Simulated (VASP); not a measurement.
A run of VASP 6.6.1 is set up as follows.

INCAR

```
PREC = Accurate ; ENCUT = 600
EDIFF = 1E-6 ; ISMEAR = 0
SIGMA = 0.03 ; LREAL = F
LASPH = T ; NELM = 80
ALGO = Normal ; ISIF = 3
LWAVE = F ; LCHARG = F
GGA = PS ; IBRION = 2
NSW = 90 ; EDIFFG = -0.01
LATTICE_CONSTRAINTS = .TRUE. .TRUE. .FALSE.
```

Contents of KPOINTS:

```
Automatic mesh
0
Gamma
  15 15 1
```

File POSCAR:

```
C
1.0
    2.4672912600      0.0000000000      0.0000000000
   -1.2336456300      2.1367369100      0.0000000000
    0.0000000000      0.0000000000     18.0000000000
C
2
Direct
    0.0000000000      0.0000000000      0.5000000000
    0.6666666700      0.3333333400      0.5000000000
```

Potentials or basis: VASP PAW PBE potentials, release 64 (C).

Launch:

```console
$ cat potpaw_PBE.64/C/POTCAR > POTCAR
$ mpirun -np 1 vasp_std > vasp.out
```

(1) What does it give for the relaxed volume?

(2) Predict the space group after relaxing (to 0.05 Å).

(3) Predict the relaxed cell.

(4) Predict the band gap on the k mesh.

## Answers

(1) 47.17 Å³/atom.

(2) P6/mmm (No. 191).

(3) a = 2.460 Å, b = 2.460 Å, c = 18.000 Å, α = 90.00°, β = 90.00°, γ = 120.00°.

(4) none (metal or under the smearing width).

Caveat: the PAW data sets were made with another functional, which shifts forces and pressure a little.
